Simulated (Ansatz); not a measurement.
The system is Cs.

```xyz
1
Lattice="-3.1285 3.1285 3.1285 3.1285 -3.1285 3.1285 3.1285 3.1285 -3.1285" Properties=species:S:1:pos:R:3 pbc="T T T"
Cs    0.0000    0.0000    0.0000
```

* Program: Ansatz 0.2.0
* Task: relaxation of cell and atoms
* Functional: revPBE
* Potentials or basis: all-electron LAPW, scalar-relativistic
* Basis error allowed: 0.001 eV/atom
* k mesh: 6 × 6 × 6
* Occupations: fermi-dirac, width 0.05 eV
* Spin: no spin polarisation

At the start: volume 122.48 Å³/atom.

Q: Where does the relaxation end?

A: Over 4 steps the energy falls by 2.4 meV/atom and the volume is 129.46 Å³/atom (+5.7 %); space group Im-3m (No. 229, to 0.05 Å).

The path:
| step | energy change (eV) | largest force (eV/Å) | volume (Å³) |
| --- | --- | --- | --- |
| 1 | 0.0000 | 0.0000 | 122.48 |
| 2 | -0.0003 | 0.0000 | 122.95 |
| 3 | -0.0024 | 0.0000 | 129.46 |
| 4 | -0.0024 | 0.0000 | 129.46 |

Final structure:
```
CELL_PARAMETERS angstrom
-3.18685 3.18685 3.18685
3.18685 -3.18685 3.18685
3.18685 3.18685 -3.18685
ATOMIC_POSITIONS crystal
Cs 0.00000 0.00000 0.00000
```
